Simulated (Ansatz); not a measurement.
# Sb (I4/mmm) in Ansatz: single point with PBEsol

Aim: the single point of Sb with PBEsol.

All numbers are computed with Ansatz 0.2.0; they aren't measurements. Logs are shortened: lines on timing, memory, paths and dates and some standing lists are left out, and cuts for length are marked.

## (1) The crystal as given

The structure is tetragonal, space group I4/mmm (No. 139). Conventional cell: a = 3.153 Å, b = 3.153 Å, c = 5.424 Å, α = 90.00°, β = 90.00°, γ = 90.00°. Around Sb (site symmetry 4/mmm) lie 12 Sb at 3.15 to 3.51 Å.

This isn't the form of Sb at room conditions, which is rhombohedral.

## (2) Single point, PBEsol

input.yaml reads:

```yaml
crystal:
  lattice:
    - [-1.5765401831, 1.5765401831, 2.7119384313]
    - [1.5765401831, -1.5765401831, 2.7119384313]
    - [1.5765401831, 1.5765401831, -2.7119384313]
  atoms:
    - { symbol: Sb, position: [0.0, 0.0, 0.0] }
kpoints:
  mp_grid: { grid: [7, 7, 7] }
scf:
  occupations: { method: fermi_dirac, width: 0.03 }
hamiltonian:
  xc: pbesol
  pseudopotentials: { kind: all_electron, lapw: { basis_error: 0.001 } }
output:
  forces: true
  stress: true
  eigenvalues: true
```

Potentials or basis: all-electron LAPW, scalar-relativistic.

The run is started by

```
> ansatz run input.yaml --threads 1 --pin off --max-ram 3072MiB --backend cpu --events-out ev --progress --plain --runs-dir out
```

Standard output:

```text
Warning: RAYON_NUM_THREADS=1 ignored (pool sized by the plan → 1); use --threads N
LAPW: plane waves up to 6.976 Å⁻¹, error target 1.0e-3 eV per atom; small_component_spin mean_spin; Sb in spheres of 1.577 Å, 23 of its electrons in bands, Dirac shells [] (how accurate: hamiltonian.pseudopotentials.lapw.basis_error, Limitations)
Engine: ansatz 0.2.0, x86_64-unknown-linux-gnu
Pseudopotentials: kind: all_electron
Pseudopotential: Sb, LAPW, valence charge 23, lapw/all_electron/scalar/gaussian/Sb, Koelling and Harmon's equation, gaussian nucleus
Functional definition: PBEsol
  exchange = pbesol_x
  correlation = pbesol_c
Crystal: 1 atoms, lattice volume = 26.962 Å³
Basis set: ecut = 185.39889331376713 eV, 155 PW (Γ), FFT grids on a1+a3, a2+a3, a3, exchange–correlation at level 2
Bands: 16, of which v1, the nominal top of the filled ones, is band 12 counted from 1 (11 counted from 0)
Symmetry: 16 space group operations
Space group: I4/mmm (ITA 139), of the structure as read, at distance tolerance 3.0e-5 Å
k-points: 40 of 343
Non-local potential: Sb, projectors of the file, none
Initial density: superposition of atomic densities (chi_scale 0.1, normalization cell)
Initial wavefunctions: plane waves of lowest kinetic energy (no species holds an atomic orbital)
Functional: x = pbesol(κ = 0.804, μ = 0.12345679012345678), c = pbesol(β = 0.046)
iter 1 solved again at ethr=5.33e-5 eV; its pass at ethr=1.00e-1 eV (dr2=1.23e-2 eV) is discarded
SCF iter   1: F=—  HF=-176291.542549 eV  |F-HF|=—  |Δ(HF+E_count)|=         —  Δρ=7.55e-3  dr2=1.23e-2  ethr=5.33e-5  ⟨swp⟩=3.5  Hψ=4486  notcnv=0
preconditioner: auto → none  [insulator: Δε(μ)=0.114 eV  Ē_g=12.527 eV  σ=0.030 eV  W_gap=0.70  n_scr=10 (ndim 8)  ℏωp=16.0 eV  f_vac=0.000  D(μ)=0.59/eV (n_scr^D=0)  ε∞_Penn≈2.6]
SCF iter   2: F=—  HF=-176291.532596 eV  |F-HF|=—  |Δ(HF+E_count)|=   9.95e-3  Δρ=3.28e-3  dr2=2.22e-3  ethr=5.33e-5  ⟨swp⟩=2.0  Hψ=1849  notcnv=0  defer=1
iter 3 solved again at ethr=3.26e-7 eV; its pass at ethr=9.67e-6 eV (dr2=7.49e-5 eV) is discarded
SCF iter   3: F=—  HF=-176291.531726 eV  |F-HF|=—  |Δ(HF+E_count)|=   8.70e-4  Δρ=6.22e-4  dr2=7.49e-5  ethr=3.26e-7  ⟨swp⟩=2.0  Hψ=3095  notcnv=0  defer=1
SCF iter   4: F=—  HF=-176291.531654 eV  |F-HF|=—  |Δ(HF+E_count)|=   7.18e-5  Δρ=1.22e-4  dr2=3.26e-6  ethr=3.26e-7  ⟨swp⟩=2.0  Hψ=1792  notcnv=0  defer=1
SCF iter   5: F=-176291.531655 eV  HF=-176291.531655 eV  |F-HF|=1.26e-8  |Δ(HF+E_count)|=   5.84e-7  Δρ=8.09e-6  dr2=9.54e-9  ethr=1.42e-8  ⟨swp⟩=2.0  Hψ=1792  notcnv=0  defer=1
SCF 1 converged in 5 iterations: F = -176291.531655 eV  dr2 = 9.54e-9
SCF converged after 5 iterations
Free energy (F): -176291.531655 eV
Harris-Foulkes:  -176291.531655 eV  (|F-HF|=1.26e-8)
Internal energy: -176291.529828 eV  (E = F + TS)
E sigma→0 (E₀):  -176291.530741 eV
Entropy (-TS):   -0.001827 eV (-1.827 meV/atom)
Fermi energy:    14.482047 eV
--- Per-component energies (eV) ---
  E_band       = -857.952669
  E_kinetic    = 185775.827714
  E_xc         = -4566.262786
  E_electrostatic = -357501.094756  (all electrons and nuclei)
  E_smearing   = -0.001827  (= −TS)
  E_closure    = 0.000000  (closes the sum)
  E_atoms      = -176287.264445  (free atoms, spherical and without spin; not in F)
  Σ components = -176291.531655   (vs F -176291.531655, Δ=0.00e0)
  Basis errors (estimates in eV, not in F): energy 2.9e-4 per atom: plane waves 2.7e-4 (1.4e-4 summed), levels above the bands 3.2e-158, relativity 1.1e-8, radial functions 1.2e-5, core shells 3.2e-10; eigenvalues (radial functions only) 1.2e-4; not estimated: angular momenta, meshes, grids; target (lapw.basis_error) 1.0e-3; muffin-tin radii Sb 1.577 Å
--- Forces (eV/Å), atoms counted from 1 ---
  atom   1  Sb    -0.00000000     0.00000000     0.00000000
  max |Σ_I F_I| component: 3.94e-31 eV/Å
--- Stress (GPa, compression-positive) ---
       -1.566483      -0.000000       0.000000
       -0.000000      -1.566483      -0.000000
        0.000000      -0.000000       1.760856
  P = ⅓ Tr σ = -0.4574 GPa (-4.574 kbar)
--- Band table (eV; the first three rows and the last of 40) ---
  k-point 0: bands = ["-129.7841", "-82.8273", "-82.7997", "-82.7997", "-14.7978", "-14.7601", "-14.7221", "-14.7221", "-14.6633", "1.5064", "19.1003", "19.8889", "19.8889", "24.4199", "25.0264", "25.5822"]
  k-point 1: bands = ["-129.7841", "-82.8273", "-82.8001", "-82.8001", "-14.7610", "-14.7465", "-14.7321", "-14.7173", "-14.6765", "2.1219", "17.6253", "17.9707", "18.0874", "22.1754", "24.7389", "25.5968"]
  k-point 2: bands = ["-129.7840", "-82.8274", "-82.8011", "-82.8009", "-14.7547", "-14.7268", "-14.7059", "-14.6986", "-14.6764", "3.9447", "14.8720", "15.0413", "16.3051", "20.0603", "20.8794", "26.2201"]
  k-point 39: bands = ["-129.7840", "-82.8280", "-82.8003", "-82.7998", "-14.7998", "-14.7593", "-14.6818", "-14.6727", "-14.6584", "5.4214", "9.1228", "14.0645", "16.8878", "20.8119", "23.6405", "33.5318"]
```

It took 2.2 s on 1 thread of AMD EPYC 7R13 (Zen 3), shared host; peak memory 0.26 GiB.

Results:

- Free energy: -176291.5317 eV
- Pressure: -0.5 GPa
- Band gap on the k mesh: none (metal or under the smearing width)

Caveat: the k mesh is coarse (spacing up to 0.40 Å⁻¹), so the values aren't converged; the k mesh is thin for a metal, which can move the energy by tens of meV per atom.

## (3) For comparison

An earlier run on the cell as given: functional PBEsol; potentials or basis all-electron LAPW, scalar-relativistic; cutoff 185 eV (chosen from the basis error); basis error allowed 0.001 eV/atom; k mesh 12 × 12 × 12; occupations fermi-dirac, width 0.05 eV; no spin polarisation.

* Pressure: -1.3 GPa
* Band gap on the k mesh: none (metal or under the smearing width)
